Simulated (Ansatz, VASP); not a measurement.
One calculation of Te2Pb, two programs

Contents of POSCAR:

```
Te2Pb
1.0
    2.1269962715      1.2280218699      6.2642067447
   -2.1269962715      1.2280218699      6.2642067447
    0.0000000000     -2.4560437398      6.2642067447
Pb Te
1 2
Direct
    0.0000000000      0.0000000000      0.0000000000
    0.2297518143      0.2297518143      0.2297518143
    0.7702481857      0.7702481857      0.7702481857
```

Contents of INCAR.step1:

```
SYSTEM = Te2Pb
PREC     = Accurate       ! precision mode
ENCUT    = 520            ! plane-wave cutoff, eV
EDIFF    = 1E-5           ! SCF threshold, eV
ISMEAR   = -1             ! smearing method
SIGMA    = 0.02           ! smearing width, eV
LREAL    = .FALSE.        ! projectors in reciprocal space
LASPH    = .TRUE.         ! aspherical terms in the spheres
NELM     = 100            ! most SCF steps
ALGO     = Normal         ! electronic algorithm
ISIF     = 2              ! what is computed and relaxed
LWAVE    = .TRUE.         ! write WAVECAR
LCHARG   = .FALSE.        ! write CHGCAR
NBANDS   = 20             ! bands
GGA      = PE             ! functional
```

The input INCAR.step2:

```
SYSTEM = Te2Pb
PREC     = Accurate       ! precision mode
ENCUT    = 520            ! plane-wave cutoff, eV
EDIFF    = 1E-6           ! SCF threshold, eV
ISMEAR   = -1             ! smearing method
SIGMA    = 0.02           ! smearing width, eV
LREAL    = .FALSE.        ! projectors in reciprocal space
LASPH    = .TRUE.         ! aspherical terms in the spheres
NELM     = 100            ! most SCF steps
ALGO     = Normal         ! electronic algorithm
ISIF     = 2              ! what is computed and relaxed
LWAVE    = .FALSE.        ! write WAVECAR
LCHARG   = .FALSE.        ! write CHGCAR
GGA      = PE             ! functional
LHFCALC  = .TRUE.         ! exact exchange
HFSCREEN = 0.2079         ! screening, 1/A
PRECFOCK = Normal       
NBANDS   = 20             ! bands
ISTART   = 1
```

The input KPOINTS:

```
regular mesh
0
G
  4 4 4
  0 0 0
```

Input for Ansatz:

```yaml
crystal:
  lattice:
    - [2.1269962715, 1.2280218699, 6.2642067447]
    - [-2.1269962715, 1.2280218699, 6.2642067447]
    - [0.0, -2.4560437398, 6.2642067447]
  atoms:
    - { symbol: Pb, position: [0.0, 0.0, 0.0] }
    - { symbol: Te, position: [0.2297518143, 0.2297518143, 0.2297518143] }
    - { symbol: Te, position: [0.7702481857, 0.7702481857, 0.7702481857] }
kpoints:
  mp_grid: { grid: [4, 4, 4] }
hamiltonian:
  xc: hse06
scf:
  occupations: { method: fermi_dirac, width: 0.02 }
  n_extra_bands: 4
output:
  forces: true
  stress: true
  eigenvalues: true
  write_density: true
  write_potential: true
  elf: true
  volumetric_format: npy
```

The cell was built by a generator and needn't be a form met in nature.

Alike in both runs: task single point; functional HSE06; k mesh 4 × 4 × 4; occupations fermi-dirac, width 0.02 eV; no spin polarisation.

|  | VASP | Ansatz |
| --- | --- | --- |
| version | VASP 6.6.1 | Ansatz 0.2.0 |
| potentials or method | VASP PAW PBE potentials, release 64 (Pb_d, Te) | plane waves, PAW |
| plane-wave cutoff (eV) | 520 | 420 |
| valence electrons in the cell | 26 | 46 |

Ansatz gave:

| Quantity | Value |
| --- | --- |
| pressure (GPa) | 0.1 |
| largest component of the traceless stress (GPa) | 1.32 |
| rms of the force components (eV/Å) | 0.034 |

Q: Estimate VASP's values.

A: Pressure (GPa): -0.3; largest component of the traceless stress (GPa): 1.38; rms of the force components (eV/Å): 0.041.

Atom by atom the forces differ by 0.007 eV/Å (rms over components). The two sets of potentials don't hold the same shells in valence. Ansatz warned: «filled_band_counts_differ_across_k_points».

Caveats: the k mesh is coarse (spacing up to 0.43 Å⁻¹), so the values aren't converged, least of all with exact exchange; the PAW data sets were made with another functional, which shifts forces and pressure a little (VASP). Spin-orbit coupling is left out, which matters for the levels of Pb, Te.
